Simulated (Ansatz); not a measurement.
Here is an Ansatz 0.2.0 calculation.

Contents of input.yaml:

```yaml
crystal:
  lattice:
    - [-1.62547, 1.62547, 2.4737]
    - [1.62547, -1.62547, 2.4737]
    - [1.62547, 1.62547, -2.4737]
  atoms:
    - { symbol: In, position: [0.0, 0.0, 0.0] }
hamiltonian:
  xc: r2scan
  pseudopotentials: { kind: paw }
kpoints:
  mp_grid: { grid: [11, 11, 11] }
scf:
  occupations: { method: fermi_dirac, width: 0.05 }
output:
  forces: true
  stress: true
  eigenvalues: true
relax:
  f_tol: 0.01
  max_steps: 40
  cell: { stress_tol: 0.05, p_target: 5.0 }
```

Potentials or basis: Ansatz PAW.

Launch:

```console
$ ansatz run input.yaml --threads 2 --pin off --max-ram 5632MiB --backend cpu --events-out ev --progress --plain --runs-dir out
```

(1) What does it give for the relaxed volume?

(2) Estimate the band gap on the k mesh.

(3) Predict the relaxed cell.

(4) Predict the space group after relaxing (to 0.05 Å).

Answers

(1) 23.94 Å³/atom.

(2) none (metal or under the smearing width).

(3) a = 3.262 Å, b = 3.262 Å, c = 3.262 Å, α = 121.52°, β = 121.52°, γ = 87.38°.

(4) I4/mmm (No. 139).

Caveat: the PAW data sets come from PBE, with cores solved anew for the run's functional, which leaves a small shift of forces and pressure.
